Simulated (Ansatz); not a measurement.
BaSnO3 (Pm-3m), PBEsol, rigid bands (Ansatz, a first-principles code): N_v = 4.06e20 cm⁻³ at 300 K and a hole conductivity mass of 1.91 mₑ.

Problem. For 1e16 holes per cm³ at 300 K, place the Fermi level, estimate the Seebeck coefficient of a parabolic band with constant τ, and give mobility and conductivity for τ = 5 fs.

Solution. The level lies k_BT ln(N_v/p) = 0.274 eV above the valence-band maximum. S ≈ +(k_B/e)[ln(N_v/p) + 5/2] = 1130 μV/K, against 1128 μV/K from the full bands (mean over directions). μ = eτ/m = 4.60 cm²/(V·s) and σ = peμ = 0.00738 S/cm. τ is assumed, not computed.

Band transport and this doping are assumed; polarons and phonon drag are left out. Spin-orbit coupling is left out; where it splits the top of the valence band, N_v and the p-type Seebeck coefficient come out somewhat high without it.
